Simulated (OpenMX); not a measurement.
The system is Nb.

```
CELL_PARAMETERS angstrom
-1.66395 1.66395 1.66395
1.66395 -1.66395 1.66395
1.66395 1.66395 -1.66395
ATOMIC_POSITIONS crystal
Nb 0.00000 0.00000 0.00000
```

Base run:

| Quantity | Value |
| --- | --- |
| Program | OpenMX 3.8.5 |
| Functional | PBE |
| Potentials or basis | OpenMX 2013 PBE set, Nb7.0-s3p2d2f1, grid cutoff 400 Ry |
| k mesh | 11 × 11 × 11 |
| Occupations | fermi-dirac, width 0.05 eV |
| Spin | no spin polarisation |

Its results: pressure -2.0 GPa.

Task: The run is repeated on the same cell with these changes: k mesh from 11 × 11 × 11 to 9 × 9 × 9. What comes out?

Result: Pressure -2.9 GPa.

Caveats: the basis of atomic orbitals isn't converged, which shifts pressures, moduli and gaps.
